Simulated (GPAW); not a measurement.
# AlN (F-43m) in GPAW: single point with PBE

Aim: the single point of AlN with PBE.

Program: GPAW 26.7.0. These are calculated values, not measurements. Logs are shortened: lines on timing, memory, paths and dates and some standing lists are left out, and cuts for length are marked. The log counts tension as positive stress, the text compression.

**1. The structure**

Symmetry: F-43m, No. 216, cubic system. The conventional cell has a = 4.368 Å, b = 4.368 Å, c = 4.368 Å, α = 90.00°, β = 90.00°, γ = 90.00°. Al (site symmetry -43m) has 4 N at 1.89 Å as nearest neighbours. N (site symmetry -43m) is surrounded by 4 Al at 1.89 Å.

Measurements of this composition are mostly on another form, of space group No. 186.

**2. Single point, PBE**

File run.py:

```python
from ase.dft.bandgap import bandgap
from ase.io import write
from ase.spacegroup import crystal
from ase.units import GPa
from gpaw import GPAW, PW

# Al 4a
# N 4d
atoms = crystal(['Al', 'N'],
                basis=[[0.0, 0.0, 0.0],
                       [0.25, 0.25, 0.75]],
                spacegroup=216, setting=1,  # F-43m
                cellpar=[4.36798712, 4.36798712, 4.36798712, 90.0, 90.0, 90.0],
                primitive_cell=True)

calc = GPAW(mode=PW(550),
            xc='PBE',
            kpts={'size': (8, 8, 8), 'gamma': True},
            occupations={'name': 'fermi-dirac', 'width': 0.05},
            nbands=11,
            convergence={'density': 1e-05, 'energy': 1e-05},
            maxiter=80,
            txt='gpaw.txt')
atoms.calc = calc
energy = atoms.get_potential_energy()
forces = atoms.get_forces()
stress = atoms.get_stress()
calc.write('gs.gpw')
write('result.traj', atoms)
print(f'Energy: {energy:.6f} eV')
print('Forces (eV/A):')
print(forces.round(4))
print('Stress (GPa):', (stress / GPa).round(3))
print('Fermi level:', round(calc.get_fermi_level(), 4), 'eV')
print(f'Gap: {bandgap(calc)[0]:.4f} eV, direct: {bandgap(calc, direct=True)[0]:.4f} eV')
```

Potentials or basis: GPAW PAW data sets (gpaw-data 1.2.1), pw.

The run is started by

```sh
$ OMP_NUM_THREADS=1 python run.py
```

gpaw.txt:

```text
__  _  _
 | _ |_)|_||  |
 |__||  | ||/\| - 26.7.0

Input parameters:
  mode=PW(ecut=550.0),
  convergence={'density': 1e-05, 'energy': 1e-05},
  kpts=MonkhorstPack(size=(8, 8, 8), gamma=True),
  maxiter=80,
  nbands=11,
  occupations=Occupations(name='fermi-dirac', width=0.05),
  xc=XC(name='PBE')

Diagonalizing LCAO Hamiltonian
Converting LCAO to pw mode

                 N

       Al

Atoms  # Å, Bohr magnetons
|   | symbol |        x |        y |        z |    initial magnetic moments |
|---|--------|----------|----------|----------|-----------------------------|
| 0 |     Al | 0.000000 | 0.000000 | 0.000000 | ( 0.0000,  0.0000,  0.0000) |
| 1 |      N | 3.275990 | 3.275990 | 3.275990 | ( 0.0000,  0.0000,  0.0000) |

Unit cell  # Å
| periodic |        x |        y |        z |  lengths |    angles |
|----------|----------|----------|----------|----------|-----------|
|      yes | 0.000000 | 2.183994 | 2.183994 | 3.088633 | 60.000000 |
|      yes | 2.183994 | 0.000000 | 2.183994 | 3.088633 | 60.000000 |
|      yes | 2.183994 | 2.183994 | 0.000000 | 3.088633 | 60.000000 |

Number of symmetries: 24
Symmetry operations  # r_c * U_cc + t_c -> r_c
|    | kind |            matrix            |
|----|------|------------------------------|
|  0 |  E   |  1, 0, 0,  0, 1, 0,  0, 0, 1 |
|  1 |  σ   |  1, 0, 0,  0, 0, 1,  0, 1, 0 |
|  2 |  σ   |  1, 0,-1,  0, 1,-1,  0, 0,-1 |
|  3 |  C3  |  1, 0,-1,  0, 0,-1,  0, 1,-1 |
|  4 |  C3  |  1,-1, 0,  0,-1, 1,  0,-1, 0 |
|  5 |  σ   |  1,-1, 0,  0,-1, 0,  0,-1, 1 |
|  6 |  σ   |  0, 1, 0,  1, 0, 0,  0, 0, 1 |
|  7 |  C3  |  0, 1, 0,  0, 0, 1,  1, 0, 0 |
|  8 |  C2  |  0, 1,-1,  1, 0,-1,  0, 0,-1 |
|  9 |  S4  |  0, 1,-1,  0, 0,-1,  1, 0,-1 |
| 10 |  C3  |  0, 0, 1,  1, 0, 0,  0, 1, 0 |
| 11 |  σ   |  0, 0, 1,  0, 1, 0,  1, 0, 0 |
| 12 |  S4  |  0, 0,-1,  1, 0,-1,  0, 1,-1 |
| 13 |  C3  |  0, 0,-1,  0, 1,-1,  1, 0,-1 |
| 14 |  S4  |  0,-1, 1,  1,-1, 0,  0,-1, 0 |
| 15 |  C2  |  0,-1, 1,  0,-1, 0,  1,-1, 0 |
| 16 |  C3  |  0,-1, 0,  1,-1, 0,  0,-1, 1 |
| 17 |  S4  |  0,-1, 0,  0,-1, 1,  1,-1, 0 |
| 18 |  S4  | -1, 1, 0, -1, 0, 1, -1, 0, 0 |
| 19 |  C3  | -1, 1, 0, -1, 0, 0, -1, 0, 1 |
| 20 |  C3  | -1, 0, 1, -1, 1, 0, -1, 0, 0 |
| 21 |  S4  | -1, 0, 1, -1, 0, 0, -1, 1, 0 |
| 22 |  σ   | -1, 0, 0, -1, 1, 0, -1, 0, 1 |
| 23 |  C2  | -1, 0, 0, -1, 0, 1, -1, 1, 0 |

BZ-sampling:
  Number of BZ points: 512
  Number of IBZ points: 29

  Monkhorst-Pack size: [8, 8, 8]
  Monkhorst-Pack shift: [0.0625, 0.0625, 0.0625]

K-points  # in reciprocal-cell coordinates
|     |                                coordinates |     weight |
|-----|--------------------------------------------|------------|
|   0 | (  0.00000000,   0.00000000,   0.00000000) | 0.00195312 |
|   1 | (  0.12500000,   0.12500000,   0.00000000) | 0.01171875 |
|   2 | (  0.12500000,   0.12500000,   0.12500000) | 0.01562500 |
|   3 | (  0.25000000,   0.12500000,   0.12500000) | 0.02343750 |
|   4 | (  0.25000000,   0.25000000,   0.00000000) | 0.01171875 |
|   5 | (  0.25000000,   0.25000000,   0.12500000) | 0.04687500 |
|   6 | (  0.25000000,   0.25000000,   0.25000000) | 0.01562500 |
|   7 | (  0.37500000,   0.25000000,  -0.37500000) | 0.04687500 |
|   8 | (  0.37500000,   0.25000000,   0.12500000) | 0.04687500 |
|   9 | (  0.37500000,   0.25000000,   0.25000000) | 0.04687500 |
| ... |                                            |            |
|  28 | (  0.50000000,   0.50000000,   0.50000000) | 0.00781250 |

Plane wave coefficients: 620
Cutoff: 550.0 eV

Spin-components: 1 (collinear spins)
Bands:           11
Projectors:      10
Spin-degeneracy: 2
Datatype:        complex128

Density:
  Valence electrons: 8.0
  Components: 1
  Grid points: [18 18 18]
  Charge: 0.0  # |e|

Potential:
  Grid points: [18 18 18]

species:
  Al:
    name:    Aluminium
    Z:       13.0
    valence: 3
    core:    10
    charge:  0.0  # [|e|]
    compensation charges:
      type: gauss
      rc: 0.34  # [Å]
      lmax: 2
    cutoffs:
      filter: 1.91  # [Å]
      core: 2.36  # [Å]
    projectors
    | kind |    occ | energy [eV] | rcut [Å] |
    |------|--------|-------------|----------|
    |   3s |  2.000 |      -7.753 |    1.085 |
    |   3p |  1.000 |      -2.712 |    1.085 |
    |    s |        |      19.459 |    1.085 |
    |    p |        |      24.499 |    1.085 |
    |    d |        |       0.000 |    1.085 |

    Using partial waves for Al as LCAO basis

  N:
    name:    Nitrogen
    Z:       7.0
    valence: 5
    core:    2
    charge:  0.0  # [|e|]
    compensation charges:
      type: gauss
      rc: 0.18  # [Å]
      lmax: 2
    cutoffs:
      filter: 1.11  # [Å]
      core: 0.96  # [Å]
    projectors
    | kind |    occ | energy [eV] | rcut [Å] |
    |------|--------|-------------|----------|
    |   2s |  2.000 |     -18.583 |    0.603 |
    |   2p |  3.000 |      -7.089 |    0.529 |
    |    s |        |       8.629 |    0.603 |
    |    p |        |      20.123 |    0.529 |
    |    d |        |       0.000 |    0.577 |

    Using partial waves for N as LCAO basis

Reference energy: -8085.144769  # eV

eigensolver:
  PPCG
  Converge bands: occupied
  niter=2

density mixing:
  MSR1-Mixer
  Pratt-step length: 0.05
  Maximum mixing coefficient: 0.75
  Old densities: 10
  SVD Regularization: 0.005
  Good broyden scale: 1.0
  Trust region scale: 1.0
  Backstep threshold: 4.0
  History deletion threshold: 6.0
  Fourier metric: weight=20.0, sigma=0.015

occupation numbers:
  Fermi-Dirac:
    width: 0.0500  # eV

poisson solver:
  ecut: 4400.0  # eV

xc functional:
  name: PBE with 2 nearest neighbor stencil

convergence criteria:
- Maximum integral of absolute [dens]ity change: 1e-05 electrons / valence electron
- Maximum [total energy] change in last 3 cyles: 1e-05 eV / valence electron
- Maximum integral of absolute [eigenst]ate change: 4e-08 eV^2 / valence electron
maximum number of iterations: 80

SCF iterations
|iter     | |      energy | eigst |  dens |
|---------|-|-------------|-------|-------|
|iter:   1| |  -16.400309 | -0.30 |       |
|iter:   2| |  -15.902844 | -2.27 | -0.56 |
|iter:   3| |  -14.465512 | -0.92 | -0.61 |
|iter:   4| |  -14.475728 | -3.07 | -1.25 |
|iter:   5| |  -14.481504 | -3.42 | -1.55 |
|iter:   6| |  -14.481561 | -5.45 | -2.76 |
|iter:   7| |  -14.481575c| -6.39 | -3.13 |
|iter:   8| |  -14.481575c| -8.64c| -4.42 |
|iter:   9| |  -14.481575c| -8.22c| -4.94 |
|iter:  10| |  -14.481575c| -9.69c| -5.93c|

Converged in 10 steps
Energy contributions relative to reference atoms: (reference = -8085.144769)

Energy contributions:
  Kinetic:          15.921779
  Coulomb:         -13.185738
  Zero:             -0.051972
  External:          0.000000
  Xc:              -17.165644
  Entropy:          -0.000000
  Spinorbit:         0.000000
  ----------------------------
  Free energy:     -14.481575
  Extrapolated:    -14.481575

dipole moment: (-6.259051, -6.259051, -6.259051)  # |e|*Ang

Fermi level: 6.985
Eigenvalues  # (at kpt = [0.000, 0.000, 0.000])
| band index |      eig [eV] | occ [0-2] |
|------------|---------------|-----------|
|          0 |        -9.039 |     2.000 |
|          1 |         6.001 |     2.000 |
|          2 |         6.001 |     2.000 |
|          3 |         6.001 |     2.000 |
|          4 |        10.151 |     0.000 |
|          5 |        18.549 |     0.000 |
|          6 |        18.549 |     0.000 |
|          7 |        18.549 |     0.000 |
|          8 |        23.679 |     0.000 |
|          9 |        23.698 |     0.000 |
|         10 |        25.118 |     0.000 |

Gap: 3.288 eV
Transition (v -> c):
  (s=0, k=0, n=3, [0.00, 0.00, 0.00]) -> (s=0, k=24, n=4, [0.50, 0.50, 0.00])
Direct/indirect transitions are different
Direct gap: 4.150 eV
Transition at: (s=0, k=0, n=3, [0.00, 0.00, 0.00])

Forces  # eV/Ang
|        x |       y |       z |
|----------|---------|---------|
|  0.00000 | 0.00000 | 0.00000 |  # Al   0
| -0.00000 | 0.00000 | 0.00000 |  # N    1

Stress tensor  # eV/Ang^3
|         x |        y |         z |
|-----------|----------|-----------|
|  0.031134 | 0.000000 | -0.000000 |
|  0.000000 | 0.031134 |  0.000000 |
| -0.000000 | 0.000000 |  0.031134 |

# Writing to gs.gpw (mode='')
```

stdout:

```text
Energy: -14.481575 eV
Forces (eV/A):
[[ 0.  0.  0.]
 [-0.  0.  0.]]
Stress (GPa): [ 4.988  4.988  4.988  0.    -0.     0.   ]
Fermi level: 6.9855 eV
Gap: 3.2883 eV, direct: 4.1503 eV
```

It took 8.7 s on 1 thread of Arm Neoverse V1, shared host; peak memory 0.12 GiB.

These settings aren't checked as converged: the numbers below hold their error.

Results:

| Quantity | Value |
| --- | --- |
| Free energy | -14.4816 eV |
| Pressure | -5.0 GPa |
| Band gap on the k mesh | 3.29 eV, indirect (least direct gap 4.15 eV) |

Caveat: the cutoff is short for stress and forces, so pressures can be off by a GPa or more.
